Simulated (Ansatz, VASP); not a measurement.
## One calculation of CoO, two programs

INCAR

```
  ALGO = Normal
  EDIFF = 1E-6
  ENCUT = 520
  GGA = PS
  ISIF = 2
  ISMEAR = 0
  ISPIN = 2
  LASPH = True
  LCHARG = True
  LELF = True
  LMAXMIX = 4
  LORBIT = 11
  LREAL = False
  LVHAR = True
  LWAVE = False
  MAGMOM = 2.74 0.38
  NBANDS = 18
  NELM = 150
  PREC = Accurate
  SIGMA = 0.1
```

Contents of KPOINTS:

```
k-points
0
Gamma
  6 6 6
```

POSCAR

```
CoO
1.0
   -1.5080001529      1.5080001529      2.1072499549
    1.5080001529     -1.5080001529      2.1072499549
    1.5080001529      1.5080001529     -2.1072499549
Co O
1 1
Direct
    0.0000000000      0.0000000000      0.0000000000
    0.5000000000      0.5000000000      0.0000000000
```

Input for Ansatz:

```yaml
crystal:
  lattice:
    - [-1.5080001529, 1.5080001529, 2.1072499549]
    - [1.5080001529, -1.5080001529, 2.1072499549]
    - [1.5080001529, 1.5080001529, -2.1072499549]
  atoms:
    - { symbol: Co, position: [0.0, 0.0, 0.0], spin: 2.74 }
    - { symbol: O, position: [0.5, 0.5, 0.0], spin: 0.38 }
basis:
  ecutwfc: 420
kpoints:
  mp_grid: { grid: [6, 6, 6] }
hamiltonian:
  xc: pbesol
scf:
  occupations: { method: gaussian, width: 0.1 }
output:
  forces: true
  stress: true
  eigenvalues: true
  populations: true
magnetization:
  spin_polarized: true
```

Alike in both runs: task single point; functional PBEsol; k mesh 6 × 6 × 6; occupations gaussian, width 0.1 eV; collinear spin.

|  | VASP | Ansatz |
| --- | --- | --- |
| version | VASP 6.6.1 | Ansatz 0.2.0 |
| potentials or method | VASP PAW PBE potentials, release 64 (Co, O) | scalar-relativistic, plane waves, PAW |
| plane-wave cutoff (eV) | 520 | 420 |
| valence electrons in the cell | 15 | 23 |

Ansatz gave:

| Quantity | Value |
| --- | --- |
| gap on the k mesh at the Fermi level (eV) | none |
| pressure (GPa) | -10.7 |
| largest component of the traceless stress (GPa) | 0.10 |
| net moment per atom (μB) | 1.41 |
| size of the moment on the site where the two differ most (μB) | 2.40 |

Q: Estimate VASP's values.

A: gap on the k mesh at the Fermi level (eV): none; pressure (GPa): -11.5; largest component of the traceless stress (GPa): 0.01; net moment per atom (μB): 1.39; size of the moment on the site where the two differ most (μB): 2.46.

Site moments also hang on the region over which each program counts them. A gap of «none» marks a metal or a gap that the smearing closes. With one functional, cell and mesh, what is left measures potentials, basis and numerics. The two sets of potentials don't hold the same shells in valence.

Caveats: the k mesh is coarse (spacing up to 0.49 Å⁻¹), so the values aren't converged; the PAW data sets were made with another functional, which shifts forces and pressure a little (VASP); a cell with one magnetic atom can't hold antiferromagnetic order, which such compounds often take; semilocal functionals often make such compounds metallic where correlation or magnetic order opens a gap, which also shifts bond lengths.
